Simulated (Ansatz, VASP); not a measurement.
# K in VASP and in Ansatz

INCAR

```
PREC     = Accurate       # precision mode
ENCUT    = 600            # plane-wave cutoff, eV
EDIFF    = 1E-6           # SCF threshold, eV
ISMEAR   = 1              # smearing method
SIGMA    = 0.1            # smearing width, eV
LREAL    = False          # projectors in reciprocal space
LASPH    = True           # aspherical terms in the spheres
NELM     = 100            # most SCF steps
ALGO     = Normal         # electronic algorithm
ISIF     = 3              # what is computed and relaxed
LWAVE    = False          # write WAVECAR
LCHARG   = False          # write CHGCAR
GGA      = PS             # functional
IBRION   = 2              # ionic algorithm
NSW      = 50             # ionic steps
EDIFFG   = -0.01          # ionic threshold
```

KPOINTS

```
Automatic mesh
0
Gamma
  10 10 10
```

Contents of POSCAR:

```
K
1.0
    4.3104390000      0.0000000000      0.0000000000
    0.0000000000      4.3104390000      0.0000000000
    0.0000000000      0.0000000000      4.3104390000
K
1
Direct
    0.0000000000      0.0000000000      0.0000000000
```

Input for Ansatz:

```yaml
crystal:
  lattice:
    - [4.310439, 0.0, 0.0]
    - [0.0, 4.310439, 0.0]
    - [0.0, 0.0, 4.310439]
  atoms:
    - { symbol: K, position: [0.0, 0.0, 0.0] }
basis:
  ecutwfc: 462.593566181796
kpoints:
  mp_grid:
    grid: [10, 10, 10]
hamiltonian:
  xc: pbesol
scf:
  occupations:
    method: cold
relax:
  max_steps: 30
  cell: {}
```

This isn't the form of K at room conditions, which is bcc.

Alike in both runs: task relaxation of cell and atoms; functional PBEsol; k mesh 10 × 10 × 10; no spin polarisation.

|  | VASP | Ansatz |
| --- | --- | --- |
| version | VASP 6.6.1 | Ansatz 0.2.0 |
| potentials or method | VASP PAW PBE potentials, release 64 (K_sv) | plane waves, PAW |
| plane-wave cutoff (eV) | 600 | 463 |
| occupations | methfessel-paxton of order 1, width 0.1 eV | cold |
| valence electrons in the cell | 9 | 9 |

|  | VASP | Ansatz | Ansatz less VASP |
| --- | --- | --- | --- |
| relaxed volume (Å³/atom) | 75.96 | 75.60 | -0.363 |
| relaxed cell length with the largest relative difference (Å) | 4.235 | 4.228 | -0.0068 |
| energy change over the relaxation (meV/atom) | -2 | -2 | 0.0 |

Caveats: the PAW data sets were made with another functional, which shifts forces and pressure a little (VASP).
